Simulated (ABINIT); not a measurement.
# SiC (Moissanite) (P6_3mc) in ABINIT: a series of runs

One crystal, SiC (Moissanite), is run at these levels: LDA; tasks: single point, relaxation of cell and atoms.

Everything below comes from runs of ABINIT 10.8.3 (patched build). Logs are shortened: lines on timing, memory, paths and dates and some standing lists are left out, and cuts for length are marked. The log counts tension as positive stress, the text compression.

## Step 1: The crystal as given

Symmetry: P6_3mc, No. 186, hexagonal system. The conventional cell has a = 3.076 Å, b = 3.076 Å, c = 5.048 Å, α = 90.00°, β = 90.00°, γ = 120.00°. Si (site symmetry 3m) is surrounded by 4 C at 1.87 to 1.94 Å. Around C (site symmetry 3m) lie 4 Si at 1.87 to 1.94 Å.

## Step 2: Single point, LDA

File run.abi:

```
# Pseudopotentials
pp_dirpath "./"
pseudos "Si.upf, C.upf"

# Structure
acell 3.076 3.076 5.048 Angstrom
rprim
     1.0000000000     0.0000000000     0.0000000000
    -0.5000000000     0.8660254038     0.0000000000
     0.0000000000     0.0000000000     1.0000000000
ntypat 2
znucl 14 6
natom 4
typat 1 1 2 2
xred
     0.6666666667     0.3333333333     0.5000000000
     0.3333333333     0.6666666667     0.0000000000
     0.6666666667     0.3333333333     0.8850000000
     0.3333333333     0.6666666667     0.3850000000

# Plane-wave basis
ecut 1006.821291 eV

# k points
kptopt 1
ngkpt 8 8 4
nshiftk 1
shiftk 0.0 0.0 0.0

# Exchange and correlation
ixc 7

# Bands and occupations
nband 12
occopt 3
tsmear 0.05 eV

# SCF cycle
nstep 100
tolvrs 1.0e-10

# Output
iomode 3
prtwf 0
prtden 0
prteig 0
prtebands 0
enunit 2
```

Potentials or basis: PseudoDojo NC SR LDA v0.4.1 standard.

The run is started by

```bash
mpirun --bind-to none -np 4 abinit run.abi > log 2>&1
```

run.abo:

```text
.Version 10.8.3 of ABINIT
 Symmetries : space group P6_3 m c (#186); Bravais hP (primitive hexag.)
================================================================================
 Values of the parameters that define the memory need of the present run
     intxc =       0    ionmov =       0      iscf =       7    lmnmax =       6
     lnmax =       6     mgfft =      54  mpssoang =       3    mqgrid =    3001
     natom =       4  nloc_mem =       1    nspden =       1   nspinor =       1
    nsppol =       1      nsym =      12    n1xccc =    2501    ntypat =       2
    occopt =       3   xclevel =       1
       mpw =        3024          nfft =       55296          nkpt =          30
================================================================================
================================================================================

--------------------------------------------------------------------------------
------------- Echo of variables that govern the present computation ------------
--------------------------------------------------------------------------------
 -outvars: echo values of preprocessed input variables --------
            acell      5.8127975633E+00  5.8127975633E+00  9.5393374836E+00 Bohr
              amu      2.80855000E+01  1.20110000E+01
             ecut      3.70000000E+01 Hartree
           enunit           2
              ixc           7
         kptrlatt        8    0    0      0    8    0      0    0    4
          kptrlen      3.81573499E+01
            natom           4
            nband          12
            ngfft          32      32      54
             nkpt          30
            nstep         100
             nsym          12
           ntypat           2
           occopt           3
           prtden           0
        prtebands           0
           prteig           0
            prtwf           0
            rprim      1.0000000000E+00  0.0000000000E+00  0.0000000000E+00
                      -5.0000000000E-01  8.6602540380E-01  0.0000000000E+00
                       0.0000000000E+00  0.0000000000E+00  1.0000000000E+00
          spgroup         186
           tolvrs      1.00000000E-10
           tsmear      1.83746611E-03 Hartree
            typat      1  1  2  2
           xangst      1.5380000000E+00  8.8796471403E-01  2.5240000000E+00
                      -2.8748683756E-17  1.7759294281E+00  0.0000000000E+00
                       1.5380000000E+00  8.8796471403E-01  4.4674800000E+00
                      -2.8748683756E-17  1.7759294281E+00  1.9434800000E+00
            xcart      2.9063987816E+00  1.6780101190E+00  4.7696687418E+00
                      -5.4327138779E-17  3.3560202380E+00  0.0000000000E+00
                       2.9063987816E+00  1.6780101190E+00  8.4423136730E+00
                      -5.4327138779E-17  3.3560202380E+00  3.6726449312E+00
[... 130 lines left out ...]
    2     -0.00000000000000     1.77592942805920     0.00000000000000
    3      1.53800000000000     0.88796471402960     4.46748000000000
    4     -0.00000000000000     1.77592942805920     1.94348000000000

 cartesian forces (hartree/bohr) at end:
    1      0.00000000000000     0.00000000000000     0.01416574009158
    2     -0.00000000000000    -0.00000000000000     0.01416574009158
    3      0.00000000000000     0.00000000000000    -0.01416574009158
    4     -0.00000000000000    -0.00000000000000    -0.01416574009158
 frms,max,avg= 8.1785939E-03 1.4165740E-02   0.000E+00  0.000E+00  4.536E-09 h/b

 cartesian forces (eV/Angstrom) at end:
    1      0.00000000000000     0.00000000000000     0.72843164333545
    2     -0.00000000000000    -0.00000000000000     0.72843164333545
    3      0.00000000000000     0.00000000000000    -0.72843164333545
    4     -0.00000000000000    -0.00000000000000    -0.72843164333545
 frms,max,avg= 4.2056021E-01 7.2843164E-01   0.000E+00  0.000E+00  2.332E-07 e/A
 length scales=  5.812797563292  5.812797563292  9.539337483582 bohr
              =  3.076000000000  3.076000000000  5.048000000000 angstroms
 Fermi (or HOMO) energy (hartree) =   0.31612   Average Vxc (hartree)=  -0.42112
 Eigenvalues (hartree) for nkpt=  30  k points:
 kpt#   1, nband= 12, wtk=  0.00391, kpt=  0.0000  0.0000  0.0000 (reduced coord)
  -0.30275   -0.17232   -0.04821    0.21487    0.21487    0.26199    0.26199    0.27205
   0.44052    0.49382    0.50766    0.50766
      occupation numbers for kpt#   1
   2.00000    2.00000    2.00000    2.00000    2.00000    2.00000    2.00000    2.00000
   0.00000    0.00000    0.00000    0.00000
 prteigrs : prtvol=0 or 1, do not print more k-points.

 Fermi (or HOMO) energy (eV) =   8.60209   Average Vxc (eV)= -11.45913
 Eigenvalues (   eV  ) for nkpt=  30  k points:
 kpt#   1, nband= 12, wtk=  0.00391, kpt=  0.0000  0.0000  0.0000 (reduced coord)
  -8.23816   -4.68913   -1.31182    5.84698    5.84698    7.12912    7.12912    7.40295
  11.98726   13.43757   13.81415   13.81415
 prteigrs : prtvol=0 or 1, do not print more k-points.

--- !EnergyTerms
iteration_state     : {dtset: 1, }
comment             : Components of total free energy in Hartree
kinetic             :  1.18504289074440E+01
hartree             :  2.35000795979410E+00
xc                  : -7.56094034565420E+00
Ewald energy        : -2.08945945881520E+01
psp_core            :  1.26343959071140E+00
local_psp           : -8.23117269454888E+00
non_local_psp       :  5.91598634248310E-01
internal            : -2.06312325361572E+01
'-kT*entropy'       : -3.47731410180750E-14
total_energy        : -2.06312325361572E+01
total_energy_eV     : -5.61404437272024E+02
band_energy         :  7.29640305312929E-01
...

 Cartesian components of stress tensor (hartree/bohr^3)
  sigma(1 1)=  1.14655276E-04  sigma(3 2)=  0.00000000E+00
  sigma(2 2)=  1.14655276E-04  sigma(3 1)=  0.00000000E+00
  sigma(3 3)=  2.55971945E-04  sigma(2 1)=  0.00000000E+00

-Cartesian components of stress tensor (GPa)         [Pressure= -4.7592E+00 GPa]
- sigma(1 1)=  3.37327469E+00  sigma(3 2)=  0.00000000E+00
- sigma(2 2)=  3.37327468E+00  sigma(3 1)=  0.00000000E+00
- sigma(3 3)=  7.53095464E+00  sigma(2 1)=  0.00000000E+00

== END DATASET(S) ==============================================================
================================================================================

 -outvars: echo values of variables after computation  --------
            acell      5.8127975633E+00  5.8127975633E+00  9.5393374836E+00 Bohr
           etotal     -2.0631232536E+01
            fcart      9.2645415356E-29  5.3488855494E-29  1.4165740092E-02
                      -9.2645415356E-29 -5.3488855494E-29  1.4165740092E-02
                       3.7058166142E-28  2.1395542198E-28 -1.4165740092E-02
                      -3.7058166142E-28 -2.1395542198E-28 -1.4165740092E-02
            rprim      1.0000000000E+00  0.0000000000E+00  0.0000000000E+00
                      -5.0000000000E-01  8.6602540380E-01  0.0000000000E+00
                       0.0000000000E+00  0.0000000000E+00  1.0000000000E+00
           strten      1.1465527618E-04  1.1465527601E-04  2.5597194538E-04
                       0.0000000000E+00  0.0000000000E+00  0.0000000000E+00
           xangst      1.5380000000E+00  8.8796471403E-01  2.5240000000E+00
                      -2.8748683756E-17  1.7759294281E+00  0.0000000000E+00
                       1.5380000000E+00  8.8796471403E-01  4.4674800000E+00
                      -2.8748683756E-17  1.7759294281E+00  1.9434800000E+00
             xred      6.6666666667E-01  3.3333333333E-01  5.0000000000E-01
                       3.3333333333E-01  6.6666666667E-01  0.0000000000E+00
                       6.6666666667E-01  3.3333333333E-01  8.8500000000E-01
                       3.3333333333E-01  6.6666666667E-01  3.8500000000E-01
 Calculation completed.
```

Run time: 7.1 s. Hardware: 4 MPI ranks of Arm Neoverse V2, shared host; peak memory 0.24 GiB.

Results:

* Free energy: -561.4044 eV
* Pressure: -4.8 GPa
* Largest force: 0.728 eV/Å
* Band gap on the k mesh: 2.48 eV, indirect (least direct gap 4.00 eV)
* Valence electrons inside the program's atomic spheres: Si 1.97; C 4.23

Forces on the atoms (eV/Å):
```
Si   0.000  0.000  0.728
Si   0.000  0.000  0.728
C    0.000  0.000 -0.728
C    0.000  0.000 -0.728
```

A k mesh can miss the band edges. A hybrid or GW would open this gap; LDA tends to underestimate it.

## Step 3: Relaxation of cell and atoms, LDA

File run.abi:

```
# Pseudopotentials
pp_dirpath "./"
pseudos "Si.upf, C.upf"

# Structure
acell 3*1.0 Angstrom
rprim
     3.0760000000     0.0000000000     0.0000000000
    -1.5380000000     2.6638941420     0.0000000000
     0.0000000000     0.0000000000     5.0480000000
ntypat 2
znucl 14 6
natom 4
typat 1 1 2 2
chkprim 0
chksymtnons 0
tolsym 1.0e-6
xred
            2/3            1/3            1/2
            1/3            2/3            0.0
            2/3            1/3   0.8850000000
            1/3            2/3   0.3850000000

# Plane-wave basis
ecut 1115.666836 eV
ecutsm 0.5

# k points
kptopt 1
ngkpt 8 8 4
nshiftk 1
shiftk 0.0 0.0 0.0

# Exchange and correlation
ixc 7

# Bands and occupations
nband 12
occopt 3
tsmear 0.05 eV

# SCF cycle
nstep 80
tolvrs 1.0e-12

# Output
iomode 3
prteig 0
prtebands 0
prtwf 0
prtden 0

# Relaxation
ionmov 2
optcell 2
ntime 50
tolmxf 2.0e-5
dilatmx 1.08
```

Potentials or basis: PseudoDojo NC SR LDA v0.4.1 standard.

The run is started by

```bash
mpirun --bind-to none -np 4 abinit run.abi > log 2>&1
```

Wall time 38 s (4 MPI ranks of AMD EPYC 9R45 (Zen 5), shared host); peak memory 0.36 GiB.

Results (log left out):

| Property | Result |
| --- | --- |
| Free energy | -561.4595 eV |
| Relaxed volume | 10.12 Å³/atom |
| Relaxed cell | a = 3.054 Å, b = 3.054 Å, c = 5.012 Å, α = 90.00°, β = 90.00°, γ = 120.00° |
| Space group after relaxing (to 0.05 Å) | P6_3mc (No. 186) |
| Energy gained by relaxing | 11.9 meV/atom |
| Ionic steps | 7 |
| Pressure after relaxing | 0.0 GPa |
| Band gap on the k mesh | 2.40 eV, indirect (least direct gap 3.94 eV) |

The path:
```csv
step,energy change (eV),largest force (eV/Å),pressure (GPa),volume (Å³)
1,0.0000,0.7284,-4.42,41.36
2,-0.0309,0.4888,-1.68,40.81
3,-0.0448,0.0869,1.01,40.31
4,-0.0466,0.0581,0.59,40.39
5,-0.0478,0.0039,-0.02,40.49
6,-0.0478,0.0001,-0.01,40.49
7,-0.0478,0.0000,0.00,40.49
```

Final structure:
```
CELL_PARAMETERS angstrom
3.05420 0.00000 0.00000
-1.52710 2.64502 0.00000
0.00000 0.00000 5.01215
ATOMIC_POSITIONS crystal
Si 0.66667 0.33333 0.50458
Si 0.33333 0.66667 0.00458
C 0.66667 0.33333 0.88042
C 0.33333 0.66667 0.38042
```

A k mesh can miss the band edges. LDA usually gives volumes a few per cent too small.

## Step 4: Single point, LDA (cell relaxed)

File run.abi:

```
# Pseudopotentials
pp_dirpath "./"
pseudos "Si.upf, C.upf"

# Structure
acell 3.05420383 3.0542038231 5.01214933 Angstrom
rprim
     1.0000000000     0.0000000000     0.0000000000
    -0.4999999995     0.8660254041     0.0000000000
     0.0000000000     0.0000000000     1.0000000000
ntypat 2
znucl 14 6
natom 4
typat 1 1 2 2
xred
     0.6666666700     0.3333333300     0.5045817800
     0.3333333300     0.6666666700     0.0045817800
     0.6666666700     0.3333333300     0.8804182200
     0.3333333300     0.6666666700     0.3804182200
chkprim 0
chksymtnons 0
tolsym 1.0e-6

# Plane-wave basis
ecut 41.0

# k points
kptopt 1
ngkpt 8 8 4
nshiftk 1
shiftk 0.0 0.0 0.0

# Exchange and correlation
ixc 7

# Bands and occupations
nband 12
occopt 3
tsmear 0.05 eV

# SCF cycle
nstep 100
tolvrs 1.0e-10

# Output
iomode 3
prtwf 0
prtden 0
prteig 0
prtebands 0
```

Potentials or basis: PseudoDojo NC SR LDA v0.4.1 standard.

The run is started by

```bash
mpirun --bind-to none -np 4 abinit run.abi > log 2>&1
```

run.abo:

```text
.Version 10.8.3 of ABINIT
 Symmetries : space group P6_3 m c (#186); Bravais hP (primitive hexag.)
================================================================================
 Values of the parameters that define the memory need of the present run
     intxc =       0    ionmov =       0      iscf =       7    lmnmax =       6
     lnmax =       6     mgfft =      60  mpssoang =       3    mqgrid =    3001
     natom =       4  nloc_mem =       1    nspden =       1   nspinor =       1
    nsppol =       1      nsym =      12    n1xccc =    2501    ntypat =       2
    occopt =       3   xclevel =       1
       mpw =        3448          nfft =       77760          nkpt =          30
================================================================================
================================================================================

--------------------------------------------------------------------------------
------------- Echo of variables that govern the present computation ------------
--------------------------------------------------------------------------------
 -outvars: echo values of preprocessed input variables --------
            acell      5.7716087714E+00  5.7716087584E+00  9.4715895359E+00 Bohr
              amu      2.80855000E+01  1.20110000E+01
          chkprim           0
      chksymtnons           0
             ecut      4.10000000E+01 Hartree
              ixc           7
         kptrlatt        8    0    0      0    8    0      0    0    4
          kptrlen      3.78863581E+01
            natom           4
[... 198 lines left out ...]
total_energy        : -2.06332634552094E+01
total_energy_eV     : -5.61459701394787E+02
band_energy         :  8.30151894105414E-01
...

 Cartesian components of stress tensor (hartree/bohr^3)
  sigma(1 1)=  2.74260935E-06  sigma(3 2)=  0.00000000E+00
  sigma(2 2)=  2.74262726E-06  sigma(3 1)=  0.00000000E+00
  sigma(3 3)=  2.62816130E-06  sigma(2 1)= -8.89363199E-12

-Cartesian components of stress tensor (GPa)         [Pressure= -7.9568E-02 GPa]
- sigma(1 1)=  8.06903529E-02  sigma(3 2)=  0.00000000E+00
- sigma(2 2)=  8.06908798E-02  sigma(3 1)=  0.00000000E+00
- sigma(3 3)=  7.73231749E-02  sigma(2 1)= -2.61659687E-07

== END DATASET(S) ==============================================================
================================================================================

 -outvars: echo values of variables after computation  --------
            acell      5.7716087714E+00  5.7716087584E+00  9.4715895359E+00 Bohr
           etotal     -2.0633263455E+01
            fcart      4.4787155828E-27 -9.4812214000E-27  4.2351546111E-07
                      -1.3436146748E-26  8.6192924270E-28  4.2351546111E-07
                      -1.4929051943E-27  7.7573629596E-27 -4.2351546111E-07
                       1.0450336360E-26  8.6192919775E-28 -4.2351546111E-07
            rprim      1.0000000000E+00  0.0000000000E+00  0.0000000000E+00
                      -4.9999999950E-01  8.6602540410E-01  0.0000000000E+00
                       0.0000000000E+00  0.0000000000E+00  1.0000000000E+00
           strten      2.7426093491E-06  2.7426272603E-06  2.6281612951E-06
                       0.0000000000E+00  0.0000000000E+00 -8.8936319944E-12
           xangst      1.5271019167E+00  8.8167270003E-01  2.5290392306E+00
                       3.3180678509E-09  1.7633454001E+00  2.2964565557E-02
                       1.5271019167E+00  8.8167270003E-01  4.4127875915E+00
                       3.3180678509E-09  1.7633454001E+00  1.9067129265E+00
             xred      6.6666666667E-01  3.3333333333E-01  5.0458178000E-01
                       3.3333333333E-01  6.6666666667E-01  4.5817800000E-03
                       6.6666666667E-01  3.3333333333E-01  8.8041822000E-01
                       3.3333333333E-01  6.6666666667E-01  3.8041822000E-01
 Calculation completed.
```

Run time: 5.2 s. Hardware: 4 MPI ranks of AMD EPYC 9R45 (Zen 5), shared host; peak memory 0.28 GiB.

Results:

- Free energy: -561.4597 eV
- Pressure: -0.1 GPa
- Band gap on the k mesh: 2.40 eV, indirect (least direct gap 3.94 eV)
- Valence electrons inside the program's atomic spheres: Si 1.99; C 4.27

## Step 5: Summary

```tsv
task	cell	cutoff (eV)	cell freedom (optcell)	optimiser (ionmov)	cutoff smearing ecutsm (Ha)	force stop (Ha/bohr)	gap on the mesh (eV)	pressure (GPa)
single point	as given	1007	-	-	-	-	2.48	-4.8
relaxation of cell and atoms	relaxed	1116	2	2	0.5	2e-05	2.40	0.0
single point	cell relaxed	1116	-	-	-	-	2.40	-0.1
```

Alike in all rows: level LDA; potentials or basis PseudoDojo NC SR LDA v0.4.1 standard; no spin polarisation; k mesh 8 × 8 × 4; smearing fermi-dirac 0.05 eV.

Total energies depend on the potentials used, so only differences within one code and one set of settings carry meaning.
